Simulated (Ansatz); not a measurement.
## AlAs (F-43m): phonons against volume: lattice dynamics at this volume, V/V0 1.015

Ansatz 0.2.0; DFT LDA, scalar-relativistic, plane waves, PAW.

The same q-mesh and k-mesh are kept at every volume, so that much of their error can cancel in the differences.

input.yaml

```yaml
crystal:
  lattice:
    - [0.0, 2.8285474393, 2.8285474393]
    - [2.8285474393, 0.0, 2.8285474393]
    - [2.8285474393, 2.8285474393, 0.0]
  atoms:
    - { symbol: Al, position: [0.0, 0.0, 0.0] }
    - { symbol: As, position: [0.25, 0.25, 0.25] }
kpoints:
  mp_grid: { grid: [8, 8, 8] }
hamiltonian:
  xc: lda
scf:
  occupations: { method: fixed }
output:
  eigenvalues: true
phonons:
  method: dfpt
  dielectric: true
  rigid_motions: translations
  qmesh: [4, 4, 4]
  temperatures: { t_max: 1000, t_step: 50 }
  qpath:
    path:
      - [[0.0, 0.0, 0.0], [-0.5, -0.5, 0.0], [-0.375, -0.375, 0.25]]
      - [[-0.375, 0.0, 0.375], [0.0, 0.0, 0.0], [0.0, 0.0, 0.5], [-0.5, -0.25, 0.25], [-0.5, -0.5, 0.0]]
    npoints: 10
```

Started as:

```console
ansatz run input.yaml --threads 4 --pin off --max-ram 16384MiB --backend cpu --events-out ev --progress --plain --runs-dir out
```

**Question.** What does this run give for the phonon branches?

With 2 atoms in the cell there are 6 branches, three of them acoustic and zero at Γ. The masses differ by a factor of 2.8 (As against Al): the 3 top branches, three for each Al, split off, and on this path no mode lies between 210 and 319 cm⁻¹.

LO-TO term included. Phonon branches along the path, in cm⁻¹:

```
    point  branch 1  branch 2  branch 3  branch 4  branch 5  branch 6
        Γ         0         0         0       352       352       388
  halfway        82        82       146       331       331       386
        X        97        97       210       324       324       383
  halfway        98       110       205       323       324       374
        U        99       131       196       320       326       357
jump to K        99       131       196       320       326       357
  halfway        70       104       148       340       343       363
        Γ         0         0         0       352       352       388
  halfway        60        60       144       343       343       377
        L        72        72       207       341       341       362
  halfway        96       119       194       328       339       344
        W       124       132       191       328       331       334
  halfway       109       114       201       322       326       364
        X        97        97       210       324       324       383
```

The phonon branches as a text plot (rows in cm⁻¹):

```
    380 |***************         *************                 **
    364 |               ***     *             ******         **
    348 |****              *****************************    *
    332 |    *****     *********                   **************
    316 |         ***********                           *   *****
    299 |
    283 |
    267 |
    251 |
    235 |
    219 |
    202 |         *********                    *******      *****
    186 |        *         **                 *       ******
    170 |       *            ***             *
    154 |                       *
    138 |      *          ***               *           ****
    121 |    **         **   *** *         *          ** *****
    105 |             ******    * **                 * **    ****
     89 |   *  ********     ***  *        *        ****
     73 |    **                ** ***        *******
     57 |  **                    *       * **
     40 | **                      ****    *
     24 | *                         **  **
      8 |*                           ****
         Γ           X  U|K            Γ         L        W     X
```

[Logs are printed without paths, hosts, clocks, repeated set-up lines and the standing remarks that a program may print on its own settings, such as how far it seeks lower states.]

[Hosts, paths, dates, database ids (printed as entryN), source tags and the programs' standing remarks are cut or masked in the printed files.]

[A step with changed settings may run another functional than the one named; its input shows which.]

[Of the runs on displaced cells, only some may be shown.]
